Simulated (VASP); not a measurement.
Ag: relaxation of cell and atoms with PBEsol+D4

Ag:

```xyz
1
Lattice="0.0000 2.0427 2.0427 2.0427 0.0000 2.0427 2.0427 2.0427 0.0000" Properties=species:S:1:pos:R:3 pbc="T T T"
Ag    0.0000    0.0000    0.0000
```

```yaml
Program: VASP 6.6.1
Task: relaxation of cell and atoms
Functional: PBEsol
Dispersion: D4
Potentials_or_basis: VASP PAW PBE potentials, release 64 (Ag)
Cutoff: 600 eV
k_mesh: 11 × 11 × 11
Occupations: fermi-dirac, width 0.05 eV
Spin: no spin polarisation
Further_INCAR_settings: ALGO = Normal; EDIFF = 1e-06; IBRION = 2; EDIFFG = -0.005; NSW = 60; ISIF = 3
```

```json
{"Relaxed volume": "16.18 Å³/atom", "Relaxed cell": "a = 2.839 Å, b = 2.839 Å, c = 2.839 Å, α = 60.00°, β = 60.00°, γ = 60.00°", "Space group after relaxing (to 0.05 Å)": "Fm-3m (No. 225)", "Energy gained by relaxing": "17.4 meV/atom", "Ionic steps": "3", "Pressure after relaxing": "0.0 GPa", "Band gap on the k mesh": "none (metal or under the smearing width)", "Dispersion energy per atom": "-0.347 eV"}
```

The path:
| step | energy change (eV) | largest force (eV/Å) | pressure (GPa) | volume (Å³) |
| --- | --- | --- | --- | --- |
| 1 | 0.0000 | 0.0000 | -6.01 | 17.05 |
| 2 | -0.0052 | 0.0000 | 6.26 | 15.52 |
| 3 | -0.0174 | 0.0000 | -0.03 | 16.18 |

Final structure:
```
CELL_PARAMETERS angstrom
0.00000 2.00745 2.00745
2.00745 0.00000 2.00745
2.00745 2.00745 0.00000
ATOMIC_POSITIONS crystal
Ag 0.00000 0.00000 0.00000
```

Levels at points of the mesh, in eV from the Fermi level:
```
           k point  band 3  band 4  band 5  band 6  band 7  band 8  band 9
(0.00, 0.00, 0.00)   -5.15   -5.15   -4.00   -4.00   15.92   19.80   19.80
```

Wall time 18 s on 1 thread of Intel(R) Xeon(R) Platinum 8488C (Sapphire Rapids), on a shared host, peak memory 0.15 GiB.

Caveat: the PAW data sets were made with another functional, which shifts forces and pressure a little; pairwise dispersion overbinds metals, which lowers pressure and volume.
